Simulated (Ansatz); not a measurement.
CaO built on the NiAs prototype, relaxed with r2SCAN in Ansatz. The symmetry is P6_3/mmc (No. 194, hexagonal); a = 3.320 Å, c = 5.814 Å in the conventional setting, 13.87 Å³ an atom. Ca has 6 O at 2.41 Å; O has 6 Ca at 2.41 Å.

The axes x, y and z are those of this cell:
```xyz
4
Lattice="3.3199 0.0000 0.0000 -1.6600 2.8751 0.0000 0.0000 0.0000 5.8143" Properties=species:S:1:pos:R:3 pbc="T T T"
Ca    0.0000    0.0000    0.0000
Ca    0.0000    0.0000    2.9072
O     0.0000    1.9168    1.4536
O     1.6600    0.9584    4.3607
```

Unstrained: PBE gives a direct gap of 3.849 eV at Γ. With r2SCAN the gap is 4.407 eV and direct, at Γ. HSE06 gives a direct gap of 5.563 eV at Γ. Meshes: PBE 12×12×4, r2SCAN 12×12×4, HSE06 6×6×4. Strains are changes of length per length. After each strain the atoms were relaxed again with r2SCAN in this cell and within any symmetry left, so distortions that break it or need a larger cell weren't tested; points keep the names that they have in the unstrained zone. Simulation only: spin-unpolarised, and no claim that this is the phase found in nature.

(1) Apply biaxial +3.72 % in x and y, z held. How far does the gap move, against the unstrained cell?

(2) Apply epitaxial +2.48 % in the xy plane, free normal strain -0.40 %. How far does the gap move, against the unstrained cell?

Answers

(1) PBE: the gap goes from 3.849 to 3.875 eV (+0.026 eV); with r2SCAN the top three valence levels at Γ, grouped 2+1 from the top over 246 meV, become 2+1 over 106 meV. r2SCAN: the gap goes from 4.407 to 4.434 eV (+0.027 eV). HSE06: the gap goes from 5.563 to 5.504 eV (-0.059 eV). The r2SCAN energy rises by 33.4 meV an atom.

(2) PBE: the gap goes from 3.849 to 3.898 eV (+0.049 eV); with r2SCAN the top three valence levels at Γ, grouped 2+1 from the top over 246 meV, become 2+1 over 135 meV. r2SCAN: the gap goes from 4.407 to 4.455 eV (+0.048 eV). HSE06: the gap goes from 5.563 to 5.582 eV (+0.018 eV). The r2SCAN energy rises by 15.0 meV an atom.

The meshes of the hybrids are coarse, so their gaps aren't converged to the digits shown.

The splittings at Γ are without spin-orbit coupling, which regroups them where it is of like size.
